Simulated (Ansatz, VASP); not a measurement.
**SiC in VASP and in Ansatz**

```
Si C
1.0
     3.07536    0.00000    0.00000
    -1.53768    2.66334    0.00000
     0.00000    0.00000    4.89666
Si C
2 2
Direct
  0.33333 0.66667 0.99779
  0.66667 0.33333 0.49779
  0.33333 0.66667 0.37721
  0.66667 0.33333 0.87721
```

Change from the starting cell: uniaxial_z strain -3.0%.

Alike in both runs: task single point; functional r2SCAN; k mesh 12 × 12 × 6; no spin polarisation.

|  | VASP | Ansatz |
| --- | --- | --- |
| version | VASP 6.6.1 | Ansatz 0.2.0 |
| potentials or method | VASP PAW PBE potentials, release 64 (Si, C) | plane waves, PAW |
| plane-wave cutoff (eV) | 520 | 500 |
| occupations | gaussian, width 0.01 eV | fixed |
| valence electrons in the cell | 16 | 16 |

|  | VASP | Ansatz | Ansatz less VASP |
| --- | --- | --- | --- |
| gap on the k mesh at the Fermi level (eV) | 2.67 | 2.66 | -0.010 |
| pressure (GPa) | 7.1 | 7.3 | +0.21 |
| largest component of the traceless stress (GPa) | 11.06 | 10.97 | -0.089 |

Caveats: the PAW data sets were made with another functional, which shifts forces and pressure a little (VASP). A k mesh can miss the band edges.
